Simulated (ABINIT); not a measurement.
Here is an ABINIT 10.8.3 (patched build) calculation.

Contents of run.py:

```python
import json, os
import numpy as np
from ase.eos import EquationOfState
from ase.units import GPa
from ase.calculators.mixing import SumCalculator
from dftd3.ase import DFTD3
from ase.calculators.abinit import Abinit, AbinitProfile
from ase import Atoms

atoms = Atoms(['Ta'],
              cell=[[-1.65128, 1.65128, 1.65128], [1.65128, -1.65128, 1.65128], [1.65128, 1.65128, -1.65128]],
              scaled_positions=[[0.0, 0.0, 0.0]],
              pbc=True)

profile = AbinitProfile(command='abinit', pp_paths=[os.path.abspath('pseudos')])
params = dict(
    pps='pawxml', xc='PBE',
    ecut=517.0163,
    pawecutdg=1034.0327,
    kptopt=1,
    ngkpt=[11, 11, 11],
    nshiftk=1,
    shiftk=[0.0, 0.0, 0.0],
    ixc=-116133,
    nband=11,
    occopt=3,
    tsmear=0.05,
    nstep=100,
    tolvrs=1e-09,
    prtwf=0,
    prtden=0,
)

cell0 = atoms.cell.copy()
volumes, energies = [], []
for i, x in enumerate([0.94, 0.96, 0.98, 1.0, 1.02, 1.04, 1.06]):
    atoms.set_cell(cell0 * x ** (1 / 3), scale_atoms=True)
    atoms.calc = SumCalculator([Abinit(profile=profile, directory=f'v{i}', **params), DFTD3(method='pbesol', damping='d3zero')])
    volumes.append(atoms.get_volume() / len(atoms))
    dft, disp = atoms.calc.mixer.calcs
    energies.append((dft.get_property('free_energy', atoms) + disp.get_property('energy', atoms)) / len(atoms))
    print(f'{x:5.2f} {volumes[-1]:10.5f} A^3/atom {energies[-1]:14.6f} eV/atom', flush=True)
    json.dump(dict(volumes=volumes, energies=energies), open('results.json', 'w'))
v0, e0, b0 = EquationOfState(volumes, energies, eos='murnaghan').fit()
print(f'V0 {v0:.4f} A^3/atom  E0 {e0:.6f} eV/atom  B0 {b0 / GPa:.2f} GPa')
```

Potentials or basis: JTH PAW PBE v2.0.

Run with:

```bash
$ python run.py
```

(1) What does it give for the bulk modulus?

(2) Estimate the pressure derivative of the bulk modulus.

(3) Estimate the equilibrium volume.

## Answers

(1) 227 GPa.

(2) 4.4 (rough: it moves with the points fitted).

(3) 17.18 Å³/atom.

Caveat: pressures at fixed basis lie under the slope of the energies; the log and the count of SCF iterations are those of the last ABINIT call alone; the PAW data sets were made with another functional, which shifts forces and pressure a little.

**The experiment to reproduce.**

From “Refinement of the equation of state of tantalum”, 2004, arxiv:cond-mat/0403080, for a bulk crystal of Ta: bulk modulus 194 GPa.

Measured bulk modulus of Ta: 194 GPa (quoted in “Refinement of the equation of state of tantalum”, 2004, arxiv:cond-mat/0403080). This calculation gives 227 GPa (+17.0 %). The fit is for a static lattice scaled at fixed shape and fixed fractional positions.
